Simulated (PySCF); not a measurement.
# Nb in PySCF: convergence with density cutoff

Input of the first run (density cutoff 15 Ha); the others differ in this setting and in those tied to it:

File run.py:

```python
import json
import numpy as np
from pyscf.pbc import gto, scf, dft, df

cell = gto.Cell()
cell.basis = 'DZVP-MOLOPT-SR-GTH-q13'
cell.pseudo = 'GTH-PBE-q13'
cell.fromfile('POSCAR', format='poscar')
cell.ke_cutoff = 15  # hartree
cell.exp_to_discard = 0.02
cell.precision = 1e-08
cell.space_group_symmetry = True
cell.symmorphic = False
cell.max_memory = 2940  # MB
cell.verbose = 4
cell.build()

res = {}
kpts = cell.make_kpts([2, 2, 2], space_group_symmetry=True, time_reversal_symmetry=True)
cell.space_group_symmetry = False  # the mesh holds the operations; no search on the supercells of the integral code
mf = dft.KRKS(cell, kpts, xc='pbe')
mf = mf.multigrid_numint()
mf = mf.smearing(sigma=0.00183747, method='fermi')  # hartree
mf.conv_tol = 1e-07
mf.max_cycle = 60

mf.kernel()
res.update(converged=bool(mf.converged), e_tot=mf.e_tot, nelec=cell.nelectron, nao=cell.nao, mesh=list(map(int, cell.mesh)), a=cell.lattice_vectors().tolist(), coords=cell.atom_coords().tolist(),
           mo_energy=[np.real(x).tolist() for x in mf.mo_energy], mo_occ=[np.real(x).tolist() for x in mf.mo_occ])
res.update(e_free=mf.e_free, e_zero=mf.e_zero)
res.update(kpts=kpts.kpts_scaled_ibz.tolist(), weights=kpts.weights_ibz.tolist())
res['parts'] = {k: float(np.real(v)) for k, v in mf.scf_summary.items() if np.isscalar(v)}
json.dump(res, open('results.json', 'w'))
if not mf.converged:
    raise SystemExit('SCF not converged')

print('levels (eV)')
for i, kp in enumerate(res['kpts'][:40]):
    print('k %7.4f %7.4f %7.4f  ' % tuple(kp), ' '.join('%.3f' % (x * 27.211386) for x in res['mo_energy'][i][:12]))

mf = mf.to_khf()  # unfold to the whole mesh
kpts = mf.kpts
# Mulliken populations
dm, s = np.asarray(mf.make_rdm1()), np.asarray(mf.get_ovlp())
sites = cell.aoslice_by_atom()[:, 2:]
tot = np.einsum('kij,kji->i', dm, s).real / len(kpts)
res['mulliken'] = [cell.atom_charge(i) - tot[a0:a1].sum() for i, (a0, a1) in enumerate(sites)]
print('Mulliken charges', np.round(res['mulliken'], 5))
res['meta_lowdin'] = mf.mulliken_meta()[1].tolist()
res['done'] = True
json.dump(res, open('results.json', 'w'))
```

POSCAR

```
Nb
1.0
    0.0000000000      2.1150000000      2.1150000000
    2.1150000000      0.0000000000      2.1150000000
    2.1150000000      2.1150000000      0.0000000000
Nb
1
Direct
    0.0000000000      0.0000000000      0.0000000000
```

Potentials or basis: DZVP-MOLOPT-SR/GTH-PBE (potentials made for PBE).

Launch:

```sh
$ OMP_NUM_THREADS=2 python -u run.py > log
```

This isn't the form of Nb at room conditions, which is bcc.

Hardware: 2 threads of Arm Neoverse V1 (shared host).

Task: The values tried are 15 Ha, 26 Ha, 36 Ha, 52 Ha, 67 Ha, 82 Ha, 103 Ha, 129 Ha, 154 Ha, loosest first. From which on does the energy stay within 1 meV/atom of the tightest run that finished?

Result: From 67 Ha on.

```
density cutoff  energy less the tightest run, at zero smearing (meV/atom)  SCF cycles  CPU time (s)  peak memory (GiB)
         15 Ha                                                    -533.87           6           8.6               0.13
         26 Ha                                                    -106.63           6            16               0.14
         36 Ha                                                      -7.70           6            22               0.14
         52 Ha                                                      -2.05           5            34               0.16
         67 Ha                                                      -0.74           5            43               0.17
         82 Ha                                                      -0.11           5            54               0.18
        103 Ha                                                      -0.01           5            67                0.2
        129 Ha                                                       0.00           5            99               0.25
        154 Ha                                                       0.00           5           410               0.64
```

The tightest run that finished is the yardstick and may itself not be fully converged.

Caveat, for the tightest run too: the k mesh is coarse (spacing up to 1.29 Å⁻¹), so the values aren't converged; the basis of atomic orbitals isn't converged, which shifts pressures, moduli and gaps.
